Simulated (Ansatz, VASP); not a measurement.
**NaCl: VASP beside Ansatz**

Aim: how closely do two programs agree when they are given the same cell, functional and k mesh? The cell is taken from a series of VASP runs on this material, whose earlier steps may have relaxed, scaled or displaced it; both programs get it as it stands.

Method: plane waves, with VASP 6.6.1 beside it; relaxation of cell and atoms at LDA and band structure at HSE06, in Ansatz 0.2.0.

**1. The structure**

It takes space group Fm-3m (No. 225, cubic). The conventional cell has a = 5.457 Å, b = 5.457 Å, c = 5.457 Å, α = 90.00°, β = 90.00°, γ = 90.00°. Nearest to Cl lie 6 Na at 2.73 Å. Nearest to Na lie 6 Cl at 2.73 Å. Farther neighbours and most contacts between anions are not listed.

**2. Ansatz: relaxation of cell and atoms, LDA**

Ansatz runs on its default PAW (the set named soft_2) files.

The relaxed volume is the usual yardstick between codes: its relative difference is about their pressure difference at one cell divided by the bulk modulus.

Contents of input.yaml:

```yaml
crystal:
  lattice:
    - [0.0, 2.7284027381, 2.7284027381]
    - [2.7284027381, 0.0, 2.7284027381]
    - [2.7284027381, 2.7284027381, 0.0]
  atoms:
    - { symbol: Cl, position: [0.5, 0.5, 0.5] }
    - { symbol: Na, position: [0.0, 0.0, 0.0] }
hamiltonian:
  xc: lda
  pseudopotentials: { kind: paw }
kpoints:
  mp_grid: { grid: [6, 6, 6] }
scf:
  occupations: { method: gaussian, width: 0.03 }
relax:
  f_tol: 0.01
  max_steps: 60
  cell: { stress_tol: 0.05 }
output:
  forces: true
  stress: true
```

Started as:

```
ansatz run input.yaml --threads 4 --pin off --max-ram 9216MiB --backend cpu --events-out ev --progress --plain --runs-dir out
```

Numbers of over 12 decimals in the logs are rounded to 6 here.

The log of the run:

```text
Engine: ansatz 0.2.0, aarch64-unknown-linux-gnu
Pseudopotentials: kind: paw
Pseudopotential: Cl, paw, valence charge 7, recommended cutoff 420 eV (normal), Cl.paw.azcp
Pseudopotential: Na, paw, valence charge 9, recommended cutoff 420 eV (normal), Na.paw.azcp
Functional definition: SPW92
  exchange = slater_x
  correlation = pw_c
Crystal: 2 atoms, lattice volume = 40.621 Å³
Basis set: ecut = 420 eV, 821 PW (Γ)
Bands: 12, of which v1, the nominal top of the filled ones, is band 8 counted from 1 (7 counted from 0)
Symmetry: 48 space group operations
Space group: Fm-3m (ITA 225), of the structure as read, at distance tolerance 3.4e-5 Å
k-points: 16 of 216
Non-local potential: Cl, projectors of the file, l = 0: 2, l = 1: 2, l = 2: 2
Non-local potential: Na, projectors of the file, l = 0: 3, l = 1: 2, l = 2: 1
PAW form: soft (Blöchl's): semilocal exchange-correlation on the pseudo side does not see the compensation charge
PAW frozen core: Cl, regenerated for the run's functional, and the local potential with it (the file was generated under x = pbe(κ = 0.804, μ = 0.219515), c = pbe(β = 0.066725))
PAW frozen core: Na, regenerated for the run's functional, and the local potential with it (the file was generated under x = pbe(κ = 0.804, μ = 0.219515), c = pbe(β = 0.066725))
PAW one-centre angular grid: Cl, 110 points (default); XC on 64 Gauss nodes
PAW one-centre angular grid: Na, 110 points (default); XC on 64 Gauss nodes
Initial density: superposition of atomic densities (neutral atoms: chi_scale 0, normalization atom), corrected by the library's trained network
Initial wavefunctions: pseudopotential atomic-orbital guess
Functional: x = slater, c = lda
SCF iter   1: F=—  HF=-2514.342136 eV  |F-HF|=—  |Δ(HF+E_count)|=         —  Δρ=7.66e-3  dr2=1.61e-2  ethr=1.77e-3  ⟨swp⟩=6.1  Hψ=1143  notcnv=0
preconditioner: auto → none  [insulator: Δε(μ)=4.997 eV  Ē_g=20.841 eV  σ=0.030 eV  W_gap=1.00  n_scr=14 (ndim 8)  ℏωp=21.8 eV  f_vac=0.012  D(μ)=0.00/eV (n_scr^D=0)  ε∞_Penn≈2.1]
SCF iter   2: F=—  HF=-2514.332536 eV  |F-HF|=—  |Δ(HF+E_count)|=   9.60e-3  Δρ=2.76e-3  dr2=2.50e-3  ethr=1.01e-4  ⟨swp⟩=2.1  Hψ=498  notcnv=0
SCF iter   3: F=—  HF=-2514.331810 eV  |F-HF|=—  |Δ(HF+E_count)|=   7.26e-4  Δρ=9.27e-4  dr2=3.03e-4  ethr=1.57e-5  ⟨swp⟩=2.0  Hψ=304  notcnv=0
SCF iter   4: F=—  HF=-2514.331701 eV  |F-HF|=—  |Δ(HF+E_count)|=   1.09e-4  Δρ=2.16e-4  dr2=1.92e-5  ethr=1.89e-6  ⟨swp⟩=2.0  Hψ=255  notcnv=0
SCF iter   5: F=—  HF=-2514.331698 eV  |F-HF|=—  |Δ(HF+E_count)|=   2.16e-6  Δρ=9.23e-5  dr2=4.27e-6  ethr=1.20e-7  ⟨swp⟩=1.0  Hψ=192  notcnv=0
SCF iter   6: F=—  HF=-2514.331697 eV  |F-HF|=—  |Δ(HF+E_count)|=   1.26e-6  Δρ=1.69e-5  dr2=1.50e-7  ethr=2.67e-8  ⟨swp⟩=2.0  Hψ=222  notcnv=0
SCF iter   7: F=-2514.331697 eV  HF=-2514.331697 eV  |F-HF|=1.37e-10  |Δ(HF+E_count)|=   3.76e-8  Δρ=1.41e-6  dr2=4.56e-10  ethr=6.25e-10  ⟨swp⟩=4.0  Hψ=562  notcnv=0
SCF 1 converged in 7 iterations: F = -2514.331697 eV  dr2 = 4.56e-10
  greatest PAW one-centre occupation: 0.999 electrons in one spin orbital (limit 2), on the Na atom at site 1 (counted from 0), in its partial waves of l = 0
relax step   1: F+E_penalty+E_count = -2514.33169714 eV  Δ(F+E_penalty+E_count) = +0.000e0 eV  max|allowed force component| = 2.473e-30 eV/Å  Δτ_max = 0.0000 Å  P = +0.131 GPa  Ω = 40.621 Å³  (7 SCF iters, dr2 threshold 1.00e-7 eV, accepted)
[...]
relax step   2: F+E_penalty+E_count = -2514.33175324 eV  Δ(F+E_penalty+E_count) = -5.610e-5 eV  max|allowed force component| = 1.150e-30 eV/Å  Δτ_max = 0.0000 Å  P = +0.050 GPa  Ω = 40.723 Å³  energy of the carried Pulay correction = -1.467e-6 eV  (4 SCF iters, dr2 threshold 4.31e-8 eV, accepted)
[...]
relax step   3: F+E_penalty+E_count = -2514.33175531 eV  Δ(F+E_penalty+E_count) = -2.075e-6 eV  max|allowed force component| = 1.611e-30 eV/Å  Δτ_max = 0.0000 Å  P = +0.050 GPa  Ω = 40.723 Å³  stress off target by 4.98e-2 GPa  SCF on the basis re-selected at this cell (its energy is not comparable with the rows above)  (5 SCF iters)
basis re-selected at this cell: Δ(F+E_penalty+E_count) = -2.075e-6 eV, ΔP = -0.000 GPa vs the last step (what re-selecting the basis moved, of the pressure what is left beyond the Pulay correction that the steps carried, after the strain that the cell walked since its last selection, with what the two solves' SCF thresholds leave and, on support functions, any second-order correction that the steps lacked; it is no m [...]
SCF converged after 5 iterations
Free energy (F): -2514.331755 eV
Harris-Foulkes:  -2514.331755 eV  (|F-HF|=0.00e0)
Internal energy: -2514.331755 eV  (E = F + TS)
E sigma→0 (E₀):  -2514.331755 eV
Fermi energy:    4.187649 eV
--- Per-component energies (eV) ---
  E_band       = -224.738072
  E_kinetic    = 283.227118
  E_local      = -1482.216248  (includes V_loc(G=0)·N_el)
  E_nonlocal   = 146.954660
  E_hartree    = 519.031271
  E_xc         = -144.916156
  E_vxc        = -172.219622  (∫ρ·V_xc dr)
  E_paw        = -869.970074  (= ΣΔE_a)
  E_vpaw       = -38.546588  (= ΣTr[D̂ρ^β])
  E_aug_tail   = 0.000095  (compensation charges beyond the density's cutoff)
  E_ewald      = -966.773802
  E_core_change = 0.331382  (= ΣΔE_core)
  E_smearing   = -0.000000  (= −TS)
  E_closure    = 0.000000  (closes the sum)
  Σ components = -2514.331755   (vs F -2514.331755, Δ=0.00e0)
--- Forces (eV/Å), atoms counted from 1 ---
  atom   1  Cl     0.00000000    -0.00000000     0.00000000
  atom   2  Na    -0.00000000     0.00000000    -0.00000000
  max |Σ_I F_I| component: 2.56e-30 eV/Å
--- Stress (GPa, compression-positive) ---
        0.049786      -0.000000      -0.000000
       -0.000000       0.049786       0.000000
       -0.000000      -0.000000       0.049786
  P = ⅓ Tr σ = 0.0498 GPa (0.498 kbar)
--- Relaxed structure (2 steps of the walk, 2 accepted, 1 SCFs on fresh bases) ---
  F+E_penalty+E_count = -2514.33175531 eV   max|allowed force component| = 1.611e-30 eV/Å   (the final SCF, on the basis selected at the relaxed cell)
  cell:  # Å, volume = 40.7234 Å³
    - [0, 2.730684, 2.730684]
    - [2.730684, 0, 2.730684]
    - [2.730684, 2.730684, 0]
  atoms:
    - { symbol: Cl, position: [0.5, 0.5, 0.5] }
    - { symbol: Na, position: [0, 0, 0] }
```

Elapsed: 0.55 s, on 4 threads of Arm Neoverse V2, shared host; peak memory 0.27 GiB.

**3. VASP: relaxation of cell and atoms, LDA**

The same cell, functional (in two slightly different forms), mesh and smearing now go to VASP, with its own data sets and cutoff.

Lines of VASP's logs that name or quote its potential files are left out, and so is its time.

Contents of INCAR:

```
SYSTEM = NaCl
PREC = Accurate
ENCUT = 450
EDIFF = 1E-06
NELM = 100
ISMEAR = 0
SIGMA = 0.03
LREAL = .FALSE.
ALGO = Normal
GGA = CA
NBANDS = 13
LORBIT = 11
LWAVE = .FALSE.
LCHARG = .FALSE.
KPAR = 4
IBRION = 2
NSW = 50
ISIF = 3
EDIFFG = -0.006
```

Contents of POSCAR:

```
NaCl
1.0
    0.0000000000      2.7284027381      2.7284027381
    2.7284027381      0.0000000000      2.7284027381
    2.7284027381      2.7284027381      0.0000000000
Cl Na
1 1
Direct
    0.5000000000      0.5000000000      0.5000000000
    0.0000000000      0.0000000000      0.0000000000
```

Contents of KPOINTS:

```
Automatic mesh
0
Gamma
6 6 6
0 0 0
```

PAW data sets: Cl and Na_pv (LDA family, release 64).

Started as:

```
mpirun -np 4 vasp_std
```

The log of the run:

```text
[banner, memory and clock lines left out]
running    4 mpi-ranks, on    1 nodes
 distrk:  each k-point on    1 cores,    4 groups
 distr:  one band on    1 cores,    1 groups

 POSCAR found type information on POSCAR ClNa
 POSCAR found :  2 types and       2 ions
 LDA part: xc-table for (Slater(with rela. corr.)+CA(PZ))
 , standard interpolation
 POSCAR, INCAR and KPOINTS ok, starting setup
 FFT: planning ... GRIDC
 FFT: planning ... GRID_SOFT
 FFT: planning ... GRID
 WAVECAR not read
 entering main loop
       N       E                     dE             d eps       ncg     rms          rms(c)
DAV:   1     0.943687019149E+02    0.94369E+02   -0.68204E+03   416   0.989E+02
DAV:   2     0.298782602650E+00   -0.94070E+02   -0.86960E+02   449   0.261E+02
DAV:   3    -0.745155922835E+01   -0.77503E+01   -0.77047E+01   546   0.713E+01
DAV:   4    -0.757203251432E+01   -0.12047E+00   -0.12043E+00   466   0.972E+00
DAV:   5    -0.757450036967E+01   -0.24679E-02   -0.24677E-02   514   0.142E+00    0.209E+00
DAV:   6    -0.740958988352E+01    0.16491E+00   -0.26063E-01   486   0.359E+00    0.153E+00
DAV:   7    -0.739012771481E+01    0.19462E-01   -0.54595E-02   559   0.154E+00    0.987E-01
DAV:   8    -0.738855091317E+01    0.15768E-02   -0.47097E-03   476   0.690E-01    0.299E-01
DAV:   9    -0.738843810547E+01    0.11281E-03   -0.17011E-04   501   0.110E-01    0.156E-01
DAV:  10    -0.738842390626E+01    0.14199E-04   -0.11596E-04   516   0.103E-01    0.504E-03
DAV:  11    -0.738842333381E+01    0.57245E-06   -0.39816E-06   491   0.241E-02
   1 F= -.73884233E+01 E0= -.73884233E+01  d E =-.738842E+01
 curvature:   0.00 expect dE= 0.000E+00 dE for cont linesearch  0.000E+00
 trial: gam= 0.00000 g(F)=  0.998E-60 g(S)=  0.114E-04 ort = 0.000E+00 (trialstep = 0.100E+01)
 search vector abs. value=  0.114E-04
 bond charge predicted
       N       E                     dE             d eps       ncg     rms          rms(c)
DAV:   1    -0.738849122101E+01   -0.67315E-04   -0.14351E-03   496   0.507E-01    0.535E-02
DAV:   2    -0.738843257994E+01    0.58641E-04   -0.89380E-05   486   0.865E-02    0.212E-02
DAV:   3    -0.738842204203E+01    0.10538E-04   -0.19739E-05   506   0.452E-02    0.103E-02
DAV:   4    -0.738842060584E+01    0.14362E-05   -0.53941E-07   263   0.983E-03    0.695E-04
DAV:   5    -0.738842059129E+01    0.14547E-07   -0.12746E-07   228   0.510E-03
   2 F= -.73884206E+01 E0= -.73884206E+01  d E =0.274253E-05
 trial-energy change:    0.000003  1 .order   -0.000002   -0.000011    0.000007
 step:   0.6213(harm=  0.6213)  dis= 0.00000  next Energy=    -7.388427 (dE=-0.355E-05)
 reached required accuracy - stopping structural energy minimisation
```

Parts of OUTCAR (step 3):

```text
ion  position               nearest neighbor table
   1  0.500  0.500  0.500-   2 2.73   2 2.73   2 2.73   2 2.73   2 2.73   2 2.73
   2  0.000  0.000  0.000-   1 2.73   1 2.73   1 2.73   1 2.73   1 2.73   1 2.73

  LATTYP: Found a face centered cubic cell.
 ALAT       =     5.4568054762

 Subroutine GETGRP returns: Found 48 space group operations
 (whereof 48 operations were pure point group operations)

The static configuration has the point symmetry O_h .

 Found     16 irreducible k-points:

   k-points           NKPTS =     16   k-points in BZ     NKDIM =     16   number of bands    NBANDS=     13

   dimension x,y,z NGX =    28 NGY =   28 NGZ =   28
   dimension x,y,z NGXF=    56 NGYF=   56 NGZF=   56

   ENCUT  =  450.0 eV  33.07 Ry    5.75 a.u.   6.67  6.67  6.67*2*pi/ulx,y,z

   NELECT =      14.0000    total number of electrons

 k-points in reciprocal lattice and weights: Automatic mesh
   0.00000000  0.00000000  0.00000000       0.005
   0.16666667  0.00000000  0.00000000       0.037
   0.33333333  0.00000000  0.00000000       0.037
   0.50000000  0.00000000  0.00000000       0.019
   0.16666667  0.16666667  0.00000000       0.028
   0.33333333  0.16666667  0.00000000       0.111
   0.50000000  0.16666667  0.00000000       0.111
  -0.33333333  0.16666667  0.00000000       0.111
  -0.16666667  0.16666667  0.00000000       0.056
[...]
-0.33333333  0.33333333  0.16666667       0.111
  -0.33333333  0.50000000  0.16666667       0.056

 average (electrostatic) potential at core
       1 -97.1148       2 -45.3505

 E-fermi :  -0.1138

 k-point     1 :       0.0000    0.0000    0.0000
  band No.  band energies     occupation
    ...
      3     -20.9595      2.00000
      4     -13.1691      2.00000
      5      -0.3357      2.00000
      6      -0.3357      2.00000
      7      -0.3357      2.00000
      8       4.7587      0.00000
      9      10.5957      0.00000
     10      10.5957      0.00000
     11      10.5957      0.00000
     12      12.9578      0.00000
    ...

 k-point     2 :       0.1667    0.0000    0.0000
  band No.  band energies     occupation
    ...
      3     -20.9604      2.00000
      4     -13.0568      2.00000
      5      -1.0781      2.00000
      6      -0.4247      2.00000
      7      -0.4247      2.00000
      8       5.6523      0.00000
      9       9.8038      0.00000
     10      10.9267      0.00000
     11      10.9267      0.00000
     12      12.6460      0.00000
    ...

 k-point     3 :       0.3333    0.0000    0.0000
  band No.  band energies     occupation
    ...
      3     -20.9620      2.00000
      4     -12.8194      2.00000
      5      -2.2052      2.00000
      6      -0.5928      2.00000
      7      -0.5928      2.00000
      8       6.6422      0.00000
      9       9.8952      0.00000
     10      10.7982      0.00000
     11      10.7982      0.00000
     12      13.8206      0.00000
    ...

  Total       -0.0076582     -0.0076582     -0.0076582      0.0000000      0.0000000      0.0000000
  in kB       -0.3017774     -0.3017774     -0.3017774      0.0000000      0.0000000      0.0000000
  external PRESSURE =      -0.3017774 kB  Pullay stress =       0.0000000 kB

  energy-cutoff  :      450.00
  volume of cell :       40.66
      direct lattice vectors                 reciprocal lattice vectors
    -0.000000000  2.729229607  2.729229607    -0.183201882  0.183201882  0.183201882
     2.729229607  0.000000000  2.729229607     0.183201882 -0.183201882  0.183201882
     2.729229607  2.729229607 -0.000000000     0.183201882  0.183201882 -0.183201882

 POSITION                                       TOTAL-FORCE (eV/Angst)
 -----------------------------------------------------------------------------------
      2.72923      2.72923      2.72923        -0.000000     -0.000000     -0.000000
      5.45846      2.72923      2.72923         0.000000      0.000000      0.000000
 -----------------------------------------------------------------------------------
    total drift:                                0.000000      0.000000      0.000000

  FREE ENERGIE OF THE ION-ELECTRON SYSTEM (eV)
  ---------------------------------------------------
  free  energy   TOTEN  =        -7.3884205913 eV

  energy  without entropy=       -7.3884205913  energy(sigma->0) =       -7.38842059

 reached required accuracy - stopping structural energy minimisation

 total charge
# of ion       s       p       d       tot
------------------------------------------
    1        1.584   3.567   0.000   5.151
    2        0.054   5.988   0.000   6.042
--------------------------------------------------
tot          1.638   9.555   0.000  11.193

[... 3 further parts left out ...]
```

The run keeps the 48 symmetry operations of its start, so it cannot find a distortion of lower symmetry.

**4. Differences**

Known differences besides the potentials themselves: the two LDA forms differ slightly; both relaxations stop at a tolerance, which leaves soft axes loose, and VASP keeps its plane-wave basis; the data sets hold 16 valence electrons in Ansatz (default PAW (the set named soft_2) files) and 14 in VASP; the cutoff is 420 eV in Ansatz and 450 eV in VASP; VASP's log shows a relativistic correction to its local exchange, Ansatz's none; Ansatz adds a Pulay correction to the stress that steers its cell, VASP none. Total energies have different zeros and are not compared.

Compared:

```
                                         quantity  Ansatz   VASP  difference
                                      volume (Å³)   40.72  40.66     +0.16 %
edge a after relaxation, in the typed setting (Å)   3.862  3.860     +0.05 %
```

The walks stopped with 0.05 GPa left in Ansatz and -0.03 GPa in VASP; each walk ends within a tolerance, so the volume difference is uncertain by about these residues over the bulk modulus, most in soft cells.

**5. Ansatz: band structure, HSE06**

Levels along a path test the potential and the projectors away from the mesh points. The cell compared in this pair holds 43.99 Å³, against 40.62 Å³ for the pair before.

The cell is taken from a series of VASP runs on this material, whose earlier steps may have relaxed, scaled or displaced it; both programs get it as it stands.

Contents of input.yaml:

```yaml
crystal:
  lattice:
    - [0.0, 2.80175, 2.80175]
    - [2.80175, 0.0, 2.80175]
    - [2.80175, 2.80175, 0.0]
  atoms:
    - { symbol: Cl, position: [0.5, 0.5, 0.5] }
    - { symbol: Na, position: [0.0, 0.0, 0.0] }
hamiltonian:
  xc: { exchange: pbe, correlation: pbe, exx: { coeff: 0.25, omega: 0.2 } }
  pseudopotentials: { kind: paw }
kpoints:
  mp_grid: { grid: [5, 5, 5] }
  band_path:
    path:
      - [0.0, 0.0, 0.0]
      - [0.5, 0.0, 0.5]
      - [0.5, 0.22222, 0.72222]
      - [0.40278, 0.34722, 0.75]
      - [0.125, 0.125, 0.25]
      - [0.27778, 0.27778, 0.27778]
      - [0.55556, 0.38889, 0.55556]
      - [0.58333, 0.25, 0.66667]
      - [0.5, 0.30556, 0.69444]
      - [0.48611, 0.48611, 0.52778]
      - [0.625, 0.25, 0.625]
      - [0.5, 0.0, 0.5]
    npoints: 1
scf:
  occupations: { method: gaussian, width: 0.03 }
  n_extra_bands: 7
output:
  forces: true
  stress: true
  eigenvalues: true
  write_density: true
  write_potential: true
  elf: true
  volumetric_format: npy
```

Started as:

```
ansatz run input.yaml --threads 4 --pin off --max-ram 9216MiB --backend cpu --events-out ev --progress --plain --runs-dir out
```

The log of the run:

```text
[...]
--- Band table (eV; the first three rows and the last of 10) ---
  k-point 0: bands = [... 4 lower, -13.6464, 0.2478, 0.2478, 0.2478, 6.8344, 12.8480, 12.8480, 12.8480, ... 3 higher]
  k-point 1: bands = [... 4 lower, -13.5194, -0.6058, 0.1414, 0.1414, 7.9503, 11.8876, 13.2014, 13.2014, ... 3 higher]
  k-point 2: bands = [... 4 lower, -13.3026, -1.6927, -0.0219, -0.0219, 8.8963, 12.3422, 12.8589, 12.8589, ... 3 higher]
  k-point 9: bands = [... 4 lower, -13.2121, -1.3163, -0.8065, -0.3930, 10.6670, 10.9762, 11.4335, 14.0349, ... 3 higher]
[key lines of the parts left out:]
Free energy (F): -2570.499508 eV
Fermi energy:    3.541154 eV
P = ⅓ Tr σ = 0.7073 GPa (7.073 kbar)
```

Elapsed: 13 s, on 4 threads; peak memory 0.66 GiB; 48 s of CPU time.

[end of part 1 of 2]

[Lines on the potential files, build, host, timing and source positions are cut from VASP's logs without a mark.]

[Logs are printed without paths, hosts, clocks, repeated set-up lines and the standing remarks that a program may print on its own settings, such as how far it seeks lower states.]

[Hosts, paths, dates, database ids (printed as entryN), source tags and the programs' standing remarks are cut or masked in the printed files.]
